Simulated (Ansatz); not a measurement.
Input for Ansatz (plane-wave DFT, PAW):

```yaml
crystal:
  lattice:
    - [4.0613799285, 0.0, 0.0]
    - [-2.0306899642, 3.5172581924, 0.0]
    - [0.0, 0.0, 6.76962723]
  atoms:
    - { symbol: Cd, position: [0.0, 0.0, 0.0] }
    - { symbol: I, position: [0.3333333333, 0.6666666667, 0.2670560267] }
    - { symbol: I, position: [0.6666666667, 0.3333333333, 0.7329439733] }
basis:
  ecutwfc: 420
kpoints:
  mp_grid: { grid: [9, 9, 4] }
hamiltonian:
  xc: pbe
scf:
  occupations: { method: gaussian, width: 0.02 }
output:
  forces: true
  stress: true
  eigenvalues: true
```

Launched with
```bash
ansatz run input.yaml --threads 1 --pin off --max-ram 1331MiB --backend cpu --events-out ev --progress --plain --runs-dir out
```

Theory: DFT PBE, scalar-relativistic, plane waves, PAW (Ansatz 0.2.0).

Abridged output (final results; tables in files aren't shown):

```
SCF 1 converged in 7 iterations: F = -23281.794848 eV  dr2 = 4.08e-8
SCF converged after 7 iterations
Free energy (F): -23281.794848 eV
Harris-Foulkes:  -23281.794848 eV  (|F-HF|=2.46e-8)
Internal energy: -23281.794848 eV  (E = F + TS)
E sigma→0 (E₀):  -23281.794848 eV
Fermi energy:    8.926803 eV
--- Per-component energies (eV) ---
  E_band       = -1186.609511
  E_kinetic    = 884.025162
  E_local      = -7759.007252  (includes V_loc(G=0)·N_el)
  E_nonlocal   = -147.441097
  E_hartree    = 3844.449890
  E_xc         = -433.210909
  E_vxc        = -479.314889  (∫ρ·V_xc dr)
  E_paw        = -13716.191965  (= ΣΔE_a)
  E_vpaw       = -1373.775772  (= ΣTr[D̂ρ^β])
  E_aug_tail   = -0.000014  (compensation charges beyond the density's cutoff)
  E_ewald      = -5954.418663
  E_smearing   =  0.000000  (= −TS)
--- Forces (eV/Å), atoms counted from 1 ---
  atom   1  Cd     0.00000000     0.00000000     0.00000000
  atom   2  I      0.00000000     0.00000000    -0.11711867
  atom   3  I      0.00000000     0.00000000     0.11711867
--- Stress (GPa, compression-positive) ---
        4.812692       0.000000       0.000000
        0.000000       4.812692       0.000000
        0.000000       0.000000       2.750940
  P = ⅓ Tr σ = 4.1254 GPa (41.254 kbar)
--- Band table (eV; the first three rows and the last of 43) ---
  k-point 0: bands = ["-93.8855", "-54.9648", "-54.9648", "-54.9467", "-36.2543", "-36.2539", "-36.2512", "-36.2512", "-36.2502", "-36.2502", "-36.2379", "-36.2379", "-36.2379", "-36.2379", "-4.8043", "-3.9760", "-0.0220", "-0.0220", "0.0682", "0.1800", "0.1800", "3.2861", "7.3906", "7.5749", "7.5749", "7.6505", "7.6505", "10.3189", "12.4231", "14.4331", "14.4331", "15.9208"]
  k-point 1: bands = ["-93.8855", "-54.9648", "-54.9648", "-54.9467", "-36.2542", "-36.2539", "-36.2511", "-36.2511", "-36.2503", "-36.2503", "-36.2379", "-36.2379", "-36.2379", "-36.2379", "-4.7036", "-4.1186", "-0.0217", "-0.0217", "0.0760", "0.1799", "0.1799", "3.6837", "6.4775", "7.4284", "7.4284", "7.8147", "7.8147", "11.1204", "12.4819", "14.2912", "14.2912", "15.3868"]
  k-point 2: bands = ["-93.8855", "-54.9648", "-54.9648", "-54.9467", "-36.2541", "-36.2540", "-36.2510", "-36.2510", "-36.2504", "-36.2504", "-36.2379", "-36.2379", "-36.2378", "-36.2378", "-4.4806", "-4.3822", "-0.0214", "-0.0214", "0.0829", "0.1798", "0.1798", "4.4119", "5.4022", "7.3589", "7.3589", "7.9021", "7.9021", "11.8573", "12.4852", "14.1635", "14.1635", "14.8986"]
  k-point 42: bands = ["-93.8854", "-54.9652", "-54.9652", "-54.9467", "-36.2535", "-36.2535", "-36.2513", "-36.2508", "-36.2508", "-36.2506", "-36.2372", "-36.2372", "-36.2372", "-36.2372", "-3.8440", "-3.8440", "0.1375", "0.1375", "0.2038", "0.2273", "0.2273", "3.9413", "4.6788", "4.6788", "4.9338", "7.3441", "7.3441", "11.1248", "12.7254", "12.7254", "14.2533", "16.0396"]
```

The calculation finished and met its thresholds.

  The cell holds layers, and where no dispersion correction was added their binding is poorly described.